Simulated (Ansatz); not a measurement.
System: As (fcc type), 1 atom in the cell.

```yaml
crystal:
  lattice:
    - [0.00000, 2.12900, 2.12900]
    - [2.12900, 0.00000, 2.12900]
    - [2.12900, 2.12900, 0.00000]
  atoms:
    - { symbol: As, position: [0.00000, 0.00000, 0.00000] }
```
Lattice in Å, positions in fractions of it.

Code and potentials: Ansatz PAW hard set, 700 eV. Settings of the plain PBE run: k-mesh 4×4×4 Γ-centred; Fermi–Dirac smearing of 0.15 eV; no spin polarisation.

Plain PBE gives:

```
Pressure : -3.04 GPa
```

(1) What changes under PBE with spin–orbit coupling?

Answers

(1) The pressure goes up by 0.044 GPa to -2.991 GPa.

The stress includes the program's correction for the finite plane-wave basis.

The k-mesh is coarse, so these values belong to this mesh and can lie far from the converged ones. This cubic structure is a model: it isn't the usual form of the substance at ambient conditions, and such phases are metastable or hypothetical.
